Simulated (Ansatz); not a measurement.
# AlCu: the cost of one run

Program: Ansatz 0.2.0. Level of theory: DFT PBEsol, scalar-relativistic, plane waves, PAW. These are calculated values, not measurements.

6 further runs of the same task are left out: 1 that didn't finish, 5 set aside as unsound or not needed. Runs told in other sessions of the task aren't counted.

**1. The system as given**

The structure is cubic, space group Pm-3m (No. 221). The conventional cell has a = 2.956 Å, b = 2.956 Å, c = 2.956 Å, α = 90.00°, β = 90.00°, γ = 90.00°. Al (site symmetry m-3m) has 8 Cu at 2.56 Å in its first shell of neighbours. Around Cu (site symmetry m-3m) lie 8 Al at 2.56 Å.

Coordinates:

```cif
data_structure
_symmetry_space_group_name_H-M 'P 1'
_symmetry_Int_Tables_number 1
_cell_length_a 2.9560
_cell_length_b 2.9560
_cell_length_c 2.9560
_cell_angle_alpha 90.000
_cell_angle_beta 90.000
_cell_angle_gamma 90.000
_cell_volume 25.83
loop_
_atom_site_label
_atom_site_type_symbol
_atom_site_fract_x
_atom_site_fract_y
_atom_site_fract_z
_atom_site_occupancy
Al1 Al 0.00000 0.00000 0.00000 1
Cu1 Cu 0.50000 0.50000 0.50000 1
```

It goes back to an entry of the Materials Project, which need not be the stable form.

This cell was relaxed beforehand with the same method: volume 12.91 Å³/atom, gap on the mesh none (metal).

**2. The reference cell**

Reference values: F = -7113.6378 eV; pressure 0.01 GPa; largest force 0.000 eV/Å; gap on the mesh none (metal). It was computed beforehand with the settings of the runs below.

**3. Setting up biaxial against axial strain**

The cell is strained by p along both x and y and by q along z, with fractional coordinates fixed.

**4. At p = -0.080, q = -0.080**

The input, input.yaml:

```yaml
crystal:
  lattice:
    - [2.7195234138, 0.0, 0.0]
    - [0.0, 2.7195234138, 0.0]
    - [0.0, 0.0, 2.7195234138]
  atoms:
    - { symbol: Al, position: [0.0, 0.0, 0.0] }
    - { symbol: Cu, position: [0.5, 0.5, 0.5] }
basis:
  ecutwfc: 420
kpoints:
  mp_grid: { grid: [20, 20, 20] }
hamiltonian:
  xc: pbesol
scf:
  occupations: { method: gaussian, width: 0.15 }
output:
  forces: true
  stress: true
  eigenvalues: true
  write_density: true
  write_potential: true
  elf: true
  volumetric_format: npy
```

Command:

```console
$ ansatz run input.yaml --threads 2 --pin off --max-ram 5120MiB --backend cpu --events-out ev --progress --plain --runs-dir out
```

What time and memory should one allow on 2 threads of AMD EPYC (Zen 3), shared host?

About 8.8 s, with a peak of 0.39 GiB.
